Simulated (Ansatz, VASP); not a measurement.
# TaN: VASP beside Ansatz

Contents of INCAR:

```
ALGO = Normal ; EDIFF = 1E-6
ENCUT = 520 ; GGA = PE
ISIF = 2 ; ISMEAR = 0
LASPH = True ; LCHARG = True
LELF = True ; LREAL = False
LVHAR = True ; LWAVE = False
NBANDS = 15 ; NELM = 100
PREC = Accurate ; SIGMA = 0.15
```

The input KPOINTS:

```
k-points
0
Gamma
  20 20 20
```

POSCAR

```
TaN
1.0
    0.1132699494      2.2370814999      2.2370814999
    2.2370814999      0.1132699494      2.2370814999
    2.2370814999      2.2370814999      0.1132699494
Ta N
1 1
Direct
    0.5000000000      0.5000000000      0.5000000000
    0.0000000000      0.0000000000      0.0000000000
```

Input for Ansatz:

```yaml
crystal:
  lattice:
    - [0.1132699494, 2.2370814999, 2.2370814999]
    - [2.2370814999, 0.1132699494, 2.2370814999]
    - [2.2370814999, 2.2370814999, 0.1132699494]
  atoms:
    - { symbol: Ta, position: [0.5, 0.5, 0.5] }
    - { symbol: "N", position: [0.0, 0.0, 0.0] }
basis:
  ecutwfc: 420
kpoints:
  mp_grid: { grid: [20, 20, 20] }
hamiltonian:
  xc: pbe
scf:
  occupations: { method: gaussian, width: 0.15 }
output:
  forces: true
  stress: true
  eigenvalues: true
```

Alike in both runs: task single point; functional PBE; k mesh 20 × 20 × 20; occupations gaussian, width 0.15 eV; no spin polarisation.

|  | VASP | Ansatz |
| --- | --- | --- |
| version | VASP 6.6.1 | Ansatz 0.2.0 |
| potentials or method | VASP PAW PBE potentials, release 64 (Ta_pv, N) | scalar-relativistic, plane waves, PAW |
| plane-wave cutoff (eV) | 520 | 420 |
| valence electrons in the cell | 16 | 18 |

```tsv
	VASP	Ansatz	Ansatz less VASP
gap on the k mesh at the Fermi level (eV)	none	none	-
pressure (GPa)	15.9	14.9	-0.95
largest component of the traceless stress (GPa)	2.84	2.86	+0.019
```

A gap of «none» marks a metal or a gap that the smearing closes. With one functional, cell and mesh, what is left measures potentials, basis and numerics. The two sets of potentials don't hold the same shells in valence.

Caveats: so large a pressure means that the cell lies far from this level's equilibrium, or that cutoff or potentials fall short (VASP). Spin-orbit coupling is left out, which matters for the levels of Ta.
